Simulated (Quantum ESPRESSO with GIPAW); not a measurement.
# Solid-state NMR of SiO2 by GIPAW

Aim: the magnetic shielding of every site in SiO2.

Program: Quantum ESPRESSO with GIPAW 8.0dev (patched build). Level of theory: DFT, PBEsol, plane-wave PAW (pslibrary 1.0.0 recipes), scalar-relativistic, GIPAW; a patched development version of the program. Results are calculated unless marked as measured.

## (1) The starting structure

The structure is tetragonal, space group I4_1/amd (No. 141). Conventional cell: a = 9.791 Å, b = 9.791 Å, c = 10.114 Å, α = 90.00°, β = 90.00°, γ = 90.00°. Si has 4 O at 1.61 to 1.62 Å nearest. Nearest to O lie 2 Si at 1.61 Å. Nearest to O lie 2 Si at 1.62 Å. Farther neighbours and most contacts between anions are not listed.

The cell is a computed entry of the Materials Project; it need not be the form that is stable at ambient conditions.

This structure had its atoms relaxed beforehand (DFT, PBEsol, plane-wave PAW (pslibrary 1.0.0 recipes), Quantum ESPRESSO with GIPAW), starting from the database entry, since shieldings follow bond lengths closely.

## (2) Ground state

The shielding is a linear response of the occupied states, which this run provides. It is converged far beyond what an energy needs, since the response uses the wavefunctions themselves. No empty states are asked for: the response is solved without them. The mesh has a spacing of 0.46 Å⁻¹ at most. The PAW files were made with ld1.x from the pslibrary 1.0.0 recipes, with GIPAW reconstruction switched on.

scf.in reads:

```
&control
  calculation = 'scf'
  prefix = 'x'
  outdir = './tmp/'
  pseudo_dir = './'
/
&system
  ibrav = 0
  nat = 24
  ntyp = 2
  ecutwfc = 55
  ecutrho = 330
  nbnd = 64
/
&electrons
  conv_thr = 1.0d-10
  mixing_beta = 0.7
  electron_maxstep = 100
/
ATOMIC_SPECIES
  Si 28.085 Si.pbesol-n-kjpaw_psl.1.0.0-gipaw.UPF
  O 15.999 O.pbesol-n-kjpaw_psl.1.0.0-gipaw.UPF
CELL_PARAMETERS angstrom
  -4.89537496 4.89537496 5.05717797
  4.89537496 -4.89537496 5.05717797
  4.89537496 4.89537496 -5.05717797
ATOMIC_POSITIONS crystal
  Si 0.84053470 0.15946530 0.00000000
  Si 0.90946530 0.40946530 0.81893059
  Si 0.59053470 0.09053470 0.18106941
  Si 0.15946530 0.84053470 -0.00000000
  Si 0.90946530 0.09053470 0.50000000
  Si 0.84053470 0.84053470 0.68106941
  Si 0.15946530 0.15946530 0.31893059
  Si 0.59053470 0.40946530 0.50000000
  O 0.66858008 0.12500000 0.04358008
  O 0.87500000 0.33141992 0.95641992
  O 0.37500000 0.91858008 0.04358008
  O 0.08141992 0.62500000 0.95641992
  O 0.08141992 0.12500000 0.45641992
  O 0.87500000 0.91858008 0.54358008
  O 0.37500000 0.33141992 0.45641992
  O 0.66858008 0.62500000 0.54358008
  O 0.71579122 0.40151026 0.68571903
  O 0.71579122 0.03007219 0.31428097
  O 0.96992781 0.28420878 0.68571903
  O 0.78007219 0.96579122 0.81428097
  O 0.15151026 0.96579122 0.18571903
  O 0.03420878 0.84848974 0.81428097
  O 0.03420878 0.21992781 0.18571903
  O 0.59848974 0.28420878 0.31428097
K_POINTS automatic
  2 2 2 0 0 0
```

Started as:

```bash
$ mpirun -np 4 pw.x -nk 2 -in scf.in > scf.out
```

Log:

```text
using ibrav=0 with symmetry is DISCOURAGED, use correct ibrav instead

     bravais-lattice index     =            0
     lattice parameter (alat)  =      16.2015  a.u.
     unit-cell volume          =    3271.4234 (a.u.)^3
     number of atoms/cell      =           24
     number of atomic types    =            2
     number of electrons       =       128.00
     number of Kohn-Sham states=           64
     kinetic-energy cutoff     =      55.0000  Ry
     charge density cutoff     =     330.0000  Ry
     scf convergence threshold =      1.0E-10
     mixing beta               =       0.7000
     number of iterations used =            8  plain     mixing
     Exchange-correlation= SLA-PW-PSX-PSC
                           (   1   4  10   8   0   0   0)
[...]
Si                4.00    28.08500     Si( 1.00)
     O                 6.00    15.99900     O ( 1.00)

     16 Sym. Ops., with inversion, found ( 8 have fractional translation)
[...]
number of k points=     4
[...]
Dense  grid:   331027 G-vectors     FFT dimensions: (  96,  96,  96)

     Smooth grid:   180305 G-vectors     FFT dimensions: (  80,  80,  80)

     Check: negative core charge=   -0.000003

     Initial potential from superposition of free atoms

     starting charge     127.9957, renormalised to     128.0000
     Starting wfcs are   96 randomized atomic wfcs

     Self-consistent Calculation

     iteration #  1     ecut=    55.00 Ry     beta= 0.70
     Davidson diagonalization with overlap
     ethr =  1.00E-02,  avg # of iterations =  2.0

     total energy              =   -1020.78315876 Ry
     estimated scf accuracy    <       7.67129981 Ry

     iteration #  2     ecut=    55.00 Ry     beta= 0.70
     Davidson diagonalization with overlap
     ethr =  5.99E-03,  avg # of iterations =  6.8

     negative rho (up, down):  5.339E-07 0.000E+00

     total energy              =   -1025.68413925 Ry
     estimated scf accuracy    <       2.93746067 Ry

     iteration #  3     ecut=    55.00 Ry     beta= 0.70
     Davidson diagonalization with overlap
     ethr =  2.29E-03,  avg # of iterations =  3.2

     negative rho (up, down):  4.107E-06 0.000E+00

     total energy              =   -1025.60583168 Ry
     estimated scf accuracy    <       0.91634634 Ry

[...]
negative rho (up, down):  2.147E-05 0.000E+00

[...]
c_bands: 1 eigenvalues not converged on the other pools
[...]
total energy              =   -1026.36681678 Ry
[...]
iteration # 43     ecut=    55.00 Ry     beta= 0.70
     Davidson diagonalization with overlap
     ethr =  1.02E-13,  avg # of iterations =  2.0

     negative rho (up, down):  2.675E-05 0.000E+00

     total energy              =   -1026.36681678 Ry
     estimated scf accuracy    <          1.1E-10 Ry

     iteration # 44     ecut=    55.00 Ry     beta= 0.70
     Davidson diagonalization with overlap
     ethr =  1.00E-13,  avg # of iterations =  1.0

     negative rho (up, down):  2.675E-05 0.000E+00

     End of self-consistent calculation
     [one-electron energies left out]

!    total energy              =   -1026.36681678 Ry
     total all-electron energy =     -7035.220769 Ry
     estimated scf accuracy    <          9.7E-11 Ry

     The total energy is the sum of the following terms:
     one-electron contribution =    -702.50039894 Ry
     hartree contribution      =     405.04195080 Ry
     xc contribution           =    -169.63241432 Ry
     ewald contribution        =    -136.12961814 Ry
     one-center paw contrib.   =    -423.14633617 Ry

     convergence has been achieved in  44 iterations
[...]
JOB DONE.
```

The job ended after 6.1 min (4 MPI ranks of Arm Neoverse V2, shared host; peak memory 1.9 GiB; 24 min of CPU time).

It converged in 44 cycles to an estimated accuracy of 1e-10 Ry, on 4 irreducible k-points.

## (3) Magnetic response

The job finds the current that a weak uniform field induces (applied as a long wave, q_gipaw) and the field that this current makes at each nucleus. On atoms with p or d valence electrons much of the paramagnetic part arises close to the nucleus, where the PAW partial waves rebuild the true states. pawproj makes the reconstruction use the PAW data sets' own projectors.

nmr.in reads:

```
&inputgipaw
  job = 'nmr'
  prefix = 'x'
  tmp_dir = './tmp/'
  restart_mode = 'from_scratch'
  verbosity = 'low'
  q_gipaw = 0.01
  spline_ps = .true.
  conv_threshold = 1.0d-11
  use_nmr_macroscopic_shape = .false.
  pawproj(1) = .true.
  pawproj(2) = .true.
/
```

Started as:

```bash
$ mpirun -np 4 gipaw.x -in nmr.in > nmr.out
```

Log:

```text
[banner, memory and clock lines left out]
[a note of our patched build left out]

     Parallelizing q-star over 1 images

     IMPORTANT: XC functional enforced from input :
     Exchange-correlation= PBESOL
                           (   1   4  10   8   0   0   0)
     Any further DFT definition will be discarded
     Please, verify this is what you really want

     Check: negative core charge=   -0.000003

     negative rho (up, down):  2.675E-05 0.000E+00
[...]
alpha_pv=     38.5119 eV

     spline_ps is .false., expect some extrapolation errors

     q-space interpolation up to    66.00 Rydberg

     GIPAW job: nmr
     NMR macroscopic correction: no
[...]
Computing the magnetic susceptibility     isolve=0    ethr=  0.1000E-10
     Starting from scratch
     k-point #    1 of     4      pool #  1    cpu time:       1.9
[...]
End of magnetic susceptibility calculation

     f-sum rule (1st term):
          -120.5597          0.0000         -0.0000
             0.0000       -120.5597          0.0000
            -0.0000         -0.0000       -120.5620

     f-sum rule (2nd term):
            -2.7690         -0.0000         -0.0000
            -0.0000         -2.7690         -0.0000
            -0.0000         -0.0000         -2.7672

     f-sum rule (should be  -123.3199):
          -123.3288          0.0000         -0.0000
             0.0000       -123.3288          0.0000
            -0.0000         -0.0000       -123.3292

[... susceptibilities left out ...]
     Contributions to the NMR chemical shifts: -------------------------------

     Macroscopic shape contribution in ppm:                    0.00
             0.0000          0.0000          0.0000
             0.0000          0.0000          0.0000
             0.0000          0.0000          0.0000

     Core contribution in ppm:

     Atom  1  Si  pos: ( -0.388884  0.388884  0.589863)  core sigma:         836.91
     Atom  2  Si  pos: (  0.182106  0.753097  0.294932)  core sigma:         836.91
     Atom  3  Si  pos: ( -0.182106  0.388884  0.294932)  core sigma:         836.91
     Atom  4  Si  pos: (  0.388884 -0.388884  0.589863)  core sigma:         836.91
     Atom  5  Si  pos: ( -0.182106  0.753097  0.294932)  core sigma:         836.91
     Atom  6  Si  pos: (  0.388884  0.388884  0.589863)  core sigma:         836.91
     Atom  7  Si  pos: (  0.182106  0.182106  0.000000)  core sigma:         836.91
     Atom  8  Si  pos: (  0.182106  0.388884  0.294932)  core sigma:         836.91
     Atom  9  O   pos: ( -0.285495  0.335263  0.442398)  core sigma:         270.50
     Atom 10  O   pos: (  0.235728  0.856486  0.147466)  core sigma:         270.50
     Atom 11  O   pos: (  0.335263 -0.285495  0.737329)  core sigma:         270.50
     Atom 12  O   pos: (  0.856486  0.235728 -0.147466)  core sigma:         270.50
     Atom 13  O   pos: (  0.285495  0.235728 -0.147466)  core sigma:         270.50
     Atom 14  O   pos: (  0.335263  0.285495  0.737329)  core sigma:         270.50
     Atom 15  O   pos: (  0.235728  0.285495  0.147466)  core sigma:         270.50
     Atom 16  O   pos: (  0.285495  0.335263  0.442398)  core sigma:         270.50
     Atom 17  O   pos: (  0.212088  0.570991  0.254575)  core sigma:         270.50
     Atom 18  O   pos: ( -0.212088  0.570991  0.254575)  core sigma:         270.50
[...]
Atom 23  O   pos: (  0.212088 -0.000000  0.040357)  core sigma:         270.50
     Atom 24  O   pos: (  0.000000  0.358903  0.335289)  core sigma:         270.50

     Bare contribution in ppm:

     Atom  1  Si  pos: ( -0.388884  0.388884  0.589863)  bare sigma:         -24.17
[...]
Atom  2  Si  pos: (  0.182106  0.753097  0.294932)  bare sigma:         -24.17
[...]
Atom  3  Si  pos: ( -0.182106  0.388884  0.294932)  bare sigma:         -24.17
[...]
Atom  4  Si  pos: (  0.388884 -0.388884  0.589863)  bare sigma:         -24.17
[...]
Atom  5  Si  pos: ( -0.182106  0.753097  0.294932)  bare sigma:         -24.17
[...]
Atom  6  Si  pos: (  0.388884  0.388884  0.589863)  bare sigma:         -24.17
[...]
Atom  7  Si  pos: (  0.182106  0.182106  0.000000)  bare sigma:         -24.17
[...]
Atom  8  Si  pos: (  0.182106  0.388884  0.294932)  bare sigma:         -24.17
[...]
Atom  9  O   pos: ( -0.285495  0.335263  0.442398)  bare sigma:          63.89
[...]
Atom 10  O   pos: (  0.235728  0.856486  0.147466)  bare sigma:          63.89
[...]
Atom 11  O   pos: (  0.335263 -0.285495  0.737329)  bare sigma:          63.89
[...]
Atom 12  O   pos: (  0.856486  0.235728 -0.147466)  bare sigma:          63.89
[...]
Atom 13  O   pos: (  0.285495  0.235728 -0.147466)  bare sigma:          63.89
[...]
Atom 14  O   pos: (  0.335263  0.285495  0.737329)  bare sigma:          63.89
[...]
Atom 15  O   pos: (  0.235728  0.285495  0.147466)  bare sigma:          63.89
[...]
Atom 16  O   pos: (  0.285495  0.335263  0.442398)  bare sigma:          63.89
[...]
Atom 16  O   pos: (  0.285495  0.335263  0.442398)  para_oo sigma:          -2.26
[...]
Atom 17  O   pos: (  0.212088  0.570991  0.254575)  para_oo sigma:          -2.11
[...]
Atom 18  O   pos: ( -0.212088  0.570991  0.254575)  para_oo sigma:          -2.11
[...]
Atom 23  O   pos: (  0.212088 -0.000000  0.040357)  para_oo sigma:          -2.11
[...]
Atom 24  O   pos: (  0.000000  0.358903  0.335289)  para_oo sigma:          -2.11
[...]
Paramagnetic US L_R Q_R contribution in ppm:

     Atom  1  Si  pos: ( -0.388884  0.388884  0.589863)  para_lq sigma:           2.25
[...]
Atom  2  Si  pos: (  0.182106  0.753097  0.294932)  para_lq sigma:           2.25
[...]
Atom  3  Si  pos: ( -0.182106  0.388884  0.294932)  para_lq sigma:           2.25
[...]
Atom  4  Si  pos: (  0.388884 -0.388884  0.589863)  para_lq sigma:           2.25
[...]
Atom  5  Si  pos: ( -0.182106  0.753097  0.294932)  para_lq sigma:           2.25
[...]
Atom  6  Si  pos: (  0.388884  0.388884  0.589863)  para_lq sigma:           2.25
[...]
Atom  7  Si  pos: (  0.182106  0.182106  0.000000)  para_lq sigma:           2.25
[...]
Atom  8  Si  pos: (  0.182106  0.388884  0.294932)  para_lq sigma:           2.25
[...]
Atom  9  O   pos: ( -0.285495  0.335263  0.442398)  para_lq sigma:        -202.14
[...]
Atom 10  O   pos: (  0.235728  0.856486  0.147466)  para_lq sigma:        -202.14
[...]
Atom 11  O   pos: (  0.335263 -0.285495  0.737329)  para_lq sigma:        -202.14
[...]
Atom 12  O   pos: (  0.856486  0.235728 -0.147466)  para_lq sigma:        -202.14
[...]
Atom 13  O   pos: (  0.285495  0.235728 -0.147466)  para_lq sigma:        -202.14
[...]
Atom 14  O   pos: (  0.335263  0.285495  0.737329)  para_lq sigma:        -202.14
[...]
Atom 15  O   pos: (  0.235728  0.285495  0.147466)  para_lq sigma:        -202.14
[...]
Atom 16  O   pos: (  0.285495  0.335263  0.442398)  para_lq sigma:        -202.14
[...]
Atom 17  O   pos: (  0.212088  0.570991  0.254575)  para_lq sigma:        -203.25
[...]
Atom 18  O   pos: ( -0.212088  0.570991  0.254575)  para_lq sigma:        -203.25
[...]
Atom 23  O   pos: (  0.212088 -0.000000  0.040357)  para_lq sigma:        -203.25
[...]
Atom 24  O   pos: (  0.000000  0.358903  0.335289)  para_lq sigma:        -203.25
[...]
Total NMR chemical shifts in ppm: ---------------------------------------
     (adopting the Simpson convention for anisotropy and asymmetry)-----------

     Atom  1  Si  pos: ( -0.388884  0.388884  0.589863)  Total sigma:         434.92
           430.5666         -4.1178         -2.7044
            -4.1178        430.5666         -2.7044
            -4.4729         -4.4729        443.6289

     Si      1    anisotropy:     15.14    eta:    0.9532
[...]
Atom  2  Si  pos: (  0.182106  0.753097  0.294932)  Total sigma:         434.92
[... its tensor is left out ...]
     Atom  3  Si  pos: ( -0.182106  0.388884  0.294932)  Total sigma:         434.92
[... its tensor is left out ...]
     Atom  4  Si  pos: (  0.388884 -0.388884  0.589863)  Total sigma:         434.92
[... its tensor is left out ...]
     Atom  5  Si  pos: ( -0.182106  0.753097  0.294932)  Total sigma:         434.92
[... its tensor is left out ...]
     Atom  6  Si  pos: (  0.388884  0.388884  0.589863)  Total sigma:         434.92
[... its tensor is left out ...]
     Atom  7  Si  pos: (  0.182106  0.182106  0.000000)  Total sigma:         434.92
[... its tensor is left out ...]
     Atom  8  Si  pos: (  0.182106  0.388884  0.294932)  Total sigma:         434.92
[... its tensor is left out ...]
     Atom  9  O   pos: ( -0.285495  0.335263  0.442398)  Total sigma:         216.57
           213.5791          0.0000        -38.8318
             0.0000        190.4808          0.0000
           -40.4227          0.0000        245.6420

     O       9    anisotropy:     83.69    eta:    0.0648
[...]
Atom 10  O   pos: (  0.235728  0.856486  0.147466)  Total sigma:         216.57
[... its tensor is left out ...]
     Atom 11  O   pos: (  0.335263 -0.285495  0.737329)  Total sigma:         216.57
[... its tensor is left out ...]
     Atom 12  O   pos: (  0.856486  0.235728 -0.147466)  Total sigma:         216.57
[... its tensor is left out ...]
     Atom 13  O   pos: (  0.285495  0.235728 -0.147466)  Total sigma:         216.57
[... its tensor is left out ...]
     Atom 14  O   pos: (  0.335263  0.285495  0.737329)  Total sigma:         216.57
[... its tensor is left out ...]
     Atom 15  O   pos: (  0.235728  0.285495  0.147466)  Total sigma:         216.57
[... its tensor is left out ...]
     Atom 16  O   pos: (  0.285495  0.335263  0.442398)  Total sigma:         216.57
[... its tensor is left out ...]
     Atom 17  O   pos: (  0.212088  0.570991  0.254575)  Total sigma:         208.01
           180.3516         -0.0000          1.7004
            -0.0000        261.6752          0.0000
             0.3912          0.0000        181.9912

     O      17    anisotropy:     80.50    eta:    0.0495
[...]
Atom 18  O   pos: ( -0.212088  0.570991  0.254575)  Total sigma:         208.01
[... its tensor is left out ...]
     Atom 19  O   pos: (  0.000000  0.783079  0.335289)  Total sigma:         208.01
[... its tensor is left out ...]
     Atom 20  O   pos: (  0.570991  0.358903  0.549506)  Total sigma:         208.01
[... its tensor is left out ...]
     Atom 21  O   pos: (  0.570991 -0.358903  0.549506)  Total sigma:         208.01
[... its tensor is left out ...]
     Atom 22  O   pos: (  0.929894  0.000000  0.040357)  Total sigma:         208.01
[... its tensor is left out ...]
     Atom 23  O   pos: (  0.212088 -0.000000  0.040357)  Total sigma:         208.01
[... its tensor is left out ...]
     Atom 24  O   pos: (  0.000000  0.358903  0.335289)  Total sigma:         208.01
[... its tensor is left out ...]
```

Wall time 24 min (4 MPI ranks); peak memory 1.7 GiB.

The f-sum rule is met to 0.0093 of 123.3 (0.008 %). Converged shieldings require that this miss be small, but a small miss does not prove them.

From the symmetric part of each tensor, with principal values σ11 ≤ σ22 ≤ σ33: σ_iso is their mean, the span is σ33 − σ11 and the skew 3(σ_iso − σ22)/span. (gipaw.x prints an anisotropy in another convention.)

```tsv
site	atom no.	atoms in cell	σ_iso (ppm)	span (ppm)	skew
Si	1	8	434.9	20.0	0.04
O(1)	9	8	216.6	85.5	0.92
O(2)	17	8	208.0	81.8	0.94
```

The macroscopic shape term is switched off. For a spherical sample the valence susceptibility of this run would add about 5 ppm to every site, a rough estimate, since the susceptibility converges slowly and lacks part of the PAW terms. Differences within the crystal don't depend on it, but shieldings of different compounds can't be compared to better than a few ppm without it.

In this run the largest span is that of O(1) (site symmetry 2), with principal values 186.9, 190.5 and 272.4 ppm.

17O also has a quadrupolar coupling here. It is not given: on PAW files the efg job of this gipaw.x leaves out the augmentation charge of neighbouring atoms and can miss by tens of per cent.

## (4) NMR parameters by site

Covalently bonded atoms count as neighbours within 1.18 times the sum of their radii. Otherwise a cation's neighbours lie within 1.2 times its shortest bond (1.3 for large cations, each anion's radius taken off where they differ), and an anion's are the cations that count it.

```tsv
site	atom no.	atoms in cell	surroundings	bonds (Å)	σ_iso (ppm)
Si	1	8	SiO4, Q4	1.61 to 1.62	434.9
O(1)	9	8	bridging Si-O-Si, 147°	1.611	216.6
O(2)	17	8	bridging Si-O-Si, 149°	1.620	208.0
```

The 2 O sites spread over 8.6 ppm in shielding, from O(2) (least shielded) to O(1).

## (5) What came out

```
29Si shielding without shape term : 434.9 ppm
17O shielding without shape term  : 208.0, 216.6 ppm
```

**Reading.** 29Si has one site (SiO4, Q4), with isotropic shielding 434.9 ppm (shape term left out). A shift needs a reference, δ = σ_ref − σ, fixed on measured compounds; for 29Si of this kind at this level too few were at hand, or they scattered too widely about a line, so none is given. No sound run at another cutoff or mesh is at hand, so convergence rests on the f-sum rule and on experience with these files. This build of gipaw.x prints that it is not audited and that its numbers are no references by themselves. It also reports spline_ps as false although the input sets it; why was not traced. pw.x warned of eigenvalues not converged in some cycles of 1 ground-state run, which then met the threshold.

[Banner, clock, file and message-heading lines were taken out of the pw.x and gipaw.x logs.]

[Logs are printed without paths, hosts, clocks, repeated set-up lines and the standing remarks that a program may print on its own settings, such as how far it seeks lower states.]

[Hosts, paths, dates, database ids (printed as entryN), source tags and the programs' standing remarks are cut or masked in the printed files.]

[Where no reference line passes its bar on scatter, no shift is given, so a measured shift of this compound may stand uncompared.]
